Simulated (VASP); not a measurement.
# Yb (Im-3m) in VASP: single point with PBE

Aim: the single point of Yb with PBE.

All numbers are computed with VASP 6.6.1; they aren't measurements. Logs are shortened: lines on timing, memory, paths and dates and some standing lists are left out, and cuts for length are marked.

## Step 1: The crystal as given

The structure is cubic, space group Im-3m (No. 229). Conventional cell: a = 4.183 Å, b = 4.183 Å, c = 4.183 Å, α = 90.00°, β = 90.00°, γ = 90.00°. Yb (site symmetry m-3m) is surrounded by 8 Yb at 3.62 Å.

The cell was built by a generator and needn't be a form met in nature.

## Step 2: Single point, PBE

The input, INCAR:

```
  PREC = Accurate
  ENCUT = 520
  EDIFF = 1E-7
  ISMEAR = 0
  SIGMA = 0.05
  LREAL = False
  LASPH = True
  NELM = 100
  ALGO = Normal
  ISIF = 2
  LWAVE = False
  LCHARG = True
  GGA = PE
  LELF = True
  LVHAR = True
  NBANDS = 18
```

The input, KPOINTS:

```
regular mesh
0
Gamma
  14 14 14
```

The input, POSCAR:

```
Yb
1.0
   -2.0916188314      2.0916188314      2.0916188314
    2.0916188314     -2.0916188314      2.0916188314
    2.0916188314      2.0916188314     -2.0916188314
Yb
1
Direct
    0.0000000000      0.0000000000      0.0000000000
```

Potentials or basis: VASP PAW PBE potentials, release 64 (Yb).

On the command line:

```
$ cat potpaw_PBE.64/Yb/POTCAR > POTCAR
$ mpirun -np 1 vasp_std > vasp.out
```

OUTCAR:

```text
PREC = Accurate
   ENCUT = 520
   EDIFF = 1E-7
   ISMEAR = 0
   LREAL = False
   LASPH = True
   NELM = 100
   ISIF = 2
   GGA = PE

 ion  position               nearest neighbor table
   1  0.000  0.000  0.000-

  LATTYP: Found a body centered cubic cell.
 ALAT       =     4.1832376628

  Lattice vectors:

 A1 = (  -2.0916188314,   2.0916188314,   2.0916188314)
 A2 = (   2.0916188314,  -2.0916188314,   2.0916188314)
 A3 = (   2.0916188314,   2.0916188314,  -2.0916188314)

Analysis of symmetry for initial positions (statically):
=====================================================================
 Subroutine PRICEL returns:
 Original cell was already a primitive cell.

 Routine SETGRP: Setting up the symmetry group for a
 body centered cubic supercell.

 Subroutine GETGRP returns: Found 48 space group operations
 (whereof 48 operations were pure point group operations)
 out of a pool of 48 trial point group operations.

The static configuration has the point symmetry O_h .

Analysis of symmetry for dynamics (positions and initial velocities):
=====================================================================
 Subroutine PRICEL returns:
 Original cell was already a primitive cell.

 Routine SETGRP: Setting up the symmetry group for a
 body centered cubic supercell.

 Subroutine GETGRP returns: Found 48 space group operations
 (whereof 48 operations were pure point group operations)
 out of a pool of 48 trial point group operations.

The dynamic configuration has the point symmetry O_h .

 Subroutine INISYM returns: Found 48 space group operations
 (whereof 48 operations are pure point group operations),
 and found     1 'primitive' translations

----------------------------------------------------------------------------------------

                                     Primitive cell

  volume of cell :      36.6022

  direct lattice vectors                    reciprocal lattice vectors
    -2.091618831  2.091618831  2.091618831     0.000000000  0.239049292  0.239049292
     2.091618831 -2.091618831  2.091618831     0.239049292  0.000000000  0.239049292
     2.091618831  2.091618831 -2.091618831     0.239049292  0.239049292  0.000000000

  length of vectors
     3.622790086  3.622790086  3.622790086     0.338066750  0.338066750  0.338066750

  position of ions in fractional coordinates (direct lattice)
     0.000000000  0.000000000  0.000000000

  ion indices of the primitive-cell ions
   primitive index   ion index
                 1           1

----------------------------------------------------------------------------------------

 KPOINTS: regular mesh

Automatic generation of k-mesh.
 Grid dimensions read from file:
 generate k-points for:   14   14   14

 Generating k-lattice:

  Cartesian coordinates                     Fractional coordinates (reciprocal lattice)
     0.000000000  0.017074949  0.017074949     0.071428571  0.000000000  0.000000000
     0.017074949  0.000000000  0.017074949     0.000000000  0.071428571  0.000000000
     0.017074949  0.017074949  0.000000000     0.000000000  0.000000000  0.071428571

  Length of vectors
     0.024147625  0.024147625  0.024147625

  Shift w.r.t. Gamma in fractional coordinates (k-lattice)
     0.000000000  0.000000000  0.000000000

 Subroutine IBZKPT returns following result:
 ===========================================

 Found    104 irreducible k-points:

 Following reciprocal coordinates:
            Coordinates               Weight
  0.000000  0.000000  0.000000      1.000000
  0.071429  0.000000  0.000000     12.000000
  0.142857  0.000000  0.000000     12.000000
  0.214286  0.000000  0.000000     12.000000
  0.285714  0.000000  0.000000     12.000000
  0.357143  0.000000  0.000000     12.000000
[... 16 lines left out ...]
  0.285714  0.285714  0.000000     24.000000
  0.357143  0.285714  0.000000     24.000000
 [... further k-points ...]
   k-points           NKPTS =    104   k-points in BZ     NKDIM =    104   number of bands    NBANDS=     18
   number of dos      NEDOS =    301   number of ions     NIONS =      1
   total plane-waves  NPLWV =  21952
   dimension x,y,z NGX =    28 NGY =   28 NGZ =   28
   dimension x,y,z NGXF=    56 NGYF=   56 NGZF=   56
   ions per type =               1
   NGX,Y,Z   is equivalent  to a cutoff of  12.85, 12.85, 12.85 a.u.
   NGXF,Y,Z  is equivalent  to a cutoff of  25.70, 25.70, 25.70 a.u.
 SYSTEM =  unknown system
   PREC   = accura    normal or accurate (medium, high low for compatibility)
   ISTART =      0    job   : 0-new  1-cont  2-samecut
   ICHARG =      2    charge: 1-file 2-atom 10-const
   ISPIN  =      1    spin polarized calculation?
   LNONCOLLINEAR =      F non collinear calculations
   LSORBIT =      F    spin-orbit coupling
   LASPH  =      T    aspherical Exc in radial PAW
   ENCUT  =  520.0 eV  38.22 Ry    6.18 a.u.   6.74  6.74  6.74*2*pi/ulx,y,z
   NELM   =    100;   NELMIN=  2; NELMDL= -5     # of ELM steps
   EDIFF  = 0.1E-06   stopping-criterion for ELM
   LREAL  =      F    real-space projection
   EDIFFG = 0.1E-05   stopping-criterion for IOM
   NSW    =      0    number of steps for IOM
   IBRION =     -1    ionic relax: 0-MD 1-quasi-New 2-CG
   NFREE  =      0    steps in history (QN), initial steepest desc. (CG)
   ISIF   =      2    stress and relaxation
   ISYM   =      2    0-nonsym 1-usesym 2-fastsym
   POTIM  = 0.5000    time-step for ionic-motion
   TEBEG  =    0.0;   TEEND  =   0.0 temperature during run
   PSTRESS=    0.0 pullay stress
   NELECT =      24.0000    total number of electrons
   NUPDOWN=      -1.0000    fix difference up-down
   EMIN   =  10.00;   EMAX   =-10.00  energy-range for DOS
   EFERMI =   0.00;   METHOD = LEGACY
   ISMEAR =     0;   SIGMA  =   0.05  broadening in eV -4-tet -1-fermi 0-gaus
   EFERMI_NEDOS =   21; number of points for ismear=-14 and -15
   IALGO  =     38    algorithm
   IMIX   =      4    mixing-type and parameters
     AMIX     =   0.40;   BMIX     =  1.00
     AMIX_MAG =   1.60;   BMIX_MAG =  1.00
  volume/ion in A,a.u.               =      36.60       247.00
  Fermi-wavevector in a.u.,A,eV,Ry     =   1.422250  2.687663 27.521810  2.022796
  Thomas-Fermi vector in A             =   2.542974
   LORBIT       =      0    0 simple, 1 ext, 2 COOP (PROOUT), +10 PAW based schemes
   GGA     = PE    functional components
   LHFCALC =     F    Hartree Fock is set to
   AEXX    =    0.0000 exact exchange contribution
   IVDW    =     0    specifies the selected vdW correction
   LEPSILON=     F    determine dielectric tensor
   LRPA    =     F    only Hartree local field effects (RPA)
 non-spin polarized calculation
 Gauss-broadening in eV      SIGMA  =   0.05
  energy-cutoff  :      520.00
  volume of cell :       36.60
 maximum number of plane-waves:      1000
   NGX = 13   NGY = 13   NGZ = 13

 number of electron      23.9999994 magnetization

 Free energy of the ion-electron system (eV)
  ---------------------------------------------------
  ext. energy  EPLUGINS =         0.00000000
  ---------------------------------------------------
  free energy    TOTEN  =        -3.57057458 eV

  energy without entropy =       -3.56972356  energy(sigma->0) =       -3.57014907

 E-fermi :   1.4783     XC(G=0):  -9.3606

 val. band max:        1.4712880308   @ k =   0.5000   0.5000   0.2857
 cond. band min:       1.4875729689   @ k =  -0.3571  -0.4286   0.1429
 fundamental gap:      0.0162849381
 Fermi energy:         1.4783004240

 k-point     1 :       0.0000    0.0000    0.0000
  band No.  band energies     occupation
      1     -50.2155      2.00000
      2     -22.4115      2.00000
      3     -22.4115      2.00000
      4     -22.4115      2.00000
      5      -3.5912      2.00000
      6       1.1027      2.00000
[... 10 lines left out ...]
     17       6.2757      0.00000
     18      12.1886      0.00000

 k-point     2 :       0.0714    0.0000    0.0000
  band No.  band energies     occupation
      1     -50.2147      2.00000
      2     -22.4281      2.00000
      3     -22.4168      2.00000
      4     -22.4115      2.00000
      5      -3.4680      2.00000
      6       1.1032      2.00000
[... 10 lines left out ...]
     17       6.2740      0.00000
     18      12.3430      0.00000

 k-point     3 :       0.1429    0.0000    0.0000
  band No.  band energies     occupation
      1     -50.2124      2.00000
      2     -22.4742      2.00000
      3     -22.4319      2.00000
      4     -22.4115      2.00000
      5      -3.1080      2.00000
      6       1.1048      2.00000
[... 10 lines left out ...]
     17       6.2844      0.00000
     18      12.5739      0.00000

 k-point     4 :       0.2143    0.0000    0.0000
  band No.  band energies     occupation
      1     -50.2091      2.00000
      2     -22.5399      2.00000
      3     -22.4535      2.00000
      4     -22.4116      2.00000
      5      -2.5421      2.00000
      6       1.1082      2.00000
[... 10 lines left out ...]
     17       6.3402      0.00000
     18      12.3937      0.00000

 k-point     5 :       0.2857    0.0000    0.0000
  band No.  band energies     occupation
      1     -50.2054      2.00000
      2     -22.6114      2.00000
      3     -22.4774      2.00000
      4     -22.4116      2.00000
      5      -1.8270      2.00000
      6       1.1116      2.00000
[... 10 lines left out ...]
     17       6.4681      0.00000
     18      11.5660      0.00000

 k-point     6 :       0.3571    0.0000    0.0000
  band No.  band energies     occupation
      1     -50.2020      2.00000
      2     -22.6747      2.00000
      3     -22.4987      2.00000
      4     -22.4117      2.00000
      5      -1.0602      2.00000
      6       1.1095      2.00000
[... 10 lines left out ...]
     17       7.2687      0.00000
     18      10.2753      0.00000

 k-point     7 :       0.4286    0.0000    0.0000
  band No.  band energies     occupation
      1     -50.1997      2.00000
      2     -22.7179      2.00000
      3     -22.5135      2.00000
      4     -22.4118      2.00000
      5      -0.4117      2.00000
      6       1.1067      2.00000
[... 10 lines left out ...]
     17       8.2526      0.00000
     18       9.5925      0.00000

 k-point     8 :       0.5000    0.0000    0.0000
  band No.  band energies     occupation
      1     -50.1989      2.00000
      2     -22.7332      2.00000
      3     -22.5187      2.00000
      4     -22.4118      2.00000
      5      -0.1401      2.00000
      6       1.1055      2.00000
[... 10 lines left out ...]
     17       8.7974      0.00000
     18       9.3894      0.00000
[... 229 lines left out ...]
     17       8.4987      0.00000
     18       9.0145      0.00000

 k-point    20 :       0.2143    0.2143    0.0000
  band No.  band energies     occupation
      1     -50.2011      2.00000
      2     -22.6574      2.00000
      3     -22.5121      2.00000
      4     -22.4391      2.00000
      5      -0.7834      2.00000
      6       1.1066      2.00000
[... 10 lines left out ...]
     17       7.4004      0.00000
     18       9.7783      0.00000

 k-point    21 :       0.2857    0.2143    0.0000
  band No.  band energies     occupation
      1     -50.1989      2.00000
      2     -22.6787      2.00000
      3     -22.5442      2.00000
      4     -22.4434      2.00000
      5      -0.0296      2.00000
      6       1.1094      2.00000
[... 10 lines left out ...]
     17       8.0386      0.00000
     18       9.0753      0.00000

 k-point    22 :       0.3571    0.2143   -0.0000
  band No.  band energies     occupation
      1     -50.1976      2.00000
      2     -22.6874      2.00000
      3     -22.5656      2.00000
      4     -22.4452      2.00000
      5       0.5339      2.00000
      6       1.1127      2.00000
[... 10 lines left out ...]
     17       7.8673      0.00000
     18       9.2434      0.00000

 k-point    23 :       0.2857    0.2857    0.0000
  band No.  band energies     occupation
      1     -50.1974      2.00000
      2     -22.6698      2.00000
      3     -22.5839      2.00000
      4     -22.4495      2.00000
      5       0.6602      2.00000
      6       1.1139      2.00000
[... 10 lines left out ...]
     17       7.6600      0.00000
     18       9.3407      0.00000

 k-point    24 :       0.3571    0.2857    0.0000
  band No.  band energies     occupation
      1     -50.1969      2.00000
      2     -22.6572      2.00000
      3     -22.6080      2.00000
      4     -22.4513      2.00000
      5       0.9550      2.00000
      6       1.1177      2.00000
[... 10 lines left out ...]
     17       7.0915      0.00000
     18       9.8260      0.00000

 [... further k-points ...]

------------------------ aborting loop because EDIFF is reached ----------------------------------------

  FORCE on cell =-STRESS in cart. coord.  units (eV):
  Direction    XX          YY          ZZ          XY          YZ          ZX
  --------------------------------------------------------------------------------------
  -------------------------------------------------------------------------------------
  Total       -0.3222482     -0.3222482     -0.3222482      0.0000000      0.0000000     -0.0000000
  in kB      -14.1056614    -14.1056614    -14.1056614      0.0000000      0.0000000     -0.0000000
  external PRESSURE =     -14.1056614 kB  Pullay stress =       0.0000000 kB

 VOLUME and BASIS-vectors are now :
 -----------------------------------------------------------------------------
  energy-cutoff  :      520.00
  volume of cell :       36.60
      direct lattice vectors                 reciprocal lattice vectors
    -2.091618831  2.091618831  2.091618831     0.000000000  0.239049292  0.239049292
     2.091618831 -2.091618831  2.091618831     0.239049292  0.000000000  0.239049292
     2.091618831  2.091618831 -2.091618831     0.239049292  0.239049292  0.000000000

 POSITION                                       TOTAL-FORCE (eV/Angst)
 -----------------------------------------------------------------------------------
      0.00000      0.00000      0.00000        -0.000000     -0.000000      0.000000
 -----------------------------------------------------------------------------------
    total drift:                               -0.000000     -0.000000     -0.000000

  FREE ENERGIE OF THE ION-ELECTRON SYSTEM (eV)
  ---------------------------------------------------
  free  energy   TOTEN  =        -3.5705745784 eV

  energy  without entropy=       -3.5697235650  energy(sigma->0) =       -3.57014907
```

Run time: 95 s. Hardware: 1 thread of Intel Xeon Platinum 8559C (Emerald Rapids), shared host; peak memory 0.22 GiB.

What came out:

- Free energy: -3.5706 eV
- Pressure: -1.4 GPa
- Band gap on the k mesh: none (metal or under the smearing width)

Levels at points of the mesh, in eV from the Fermi level:
```csv
k point,band 10,band 11,band 12,band 13,band 14,band 15
"(0.00, 0.00, 0.00)",-0.25,-0.25,-0.23,2.93,2.93,2.93
"(0.50, 0.00, 0.00)",-0.28,-0.26,-0.24,0.60,1.34,4.50
"(0.50, 0.50, 0.50)",-0.34,-0.24,-0.24,-0.24,5.11,5.11
```
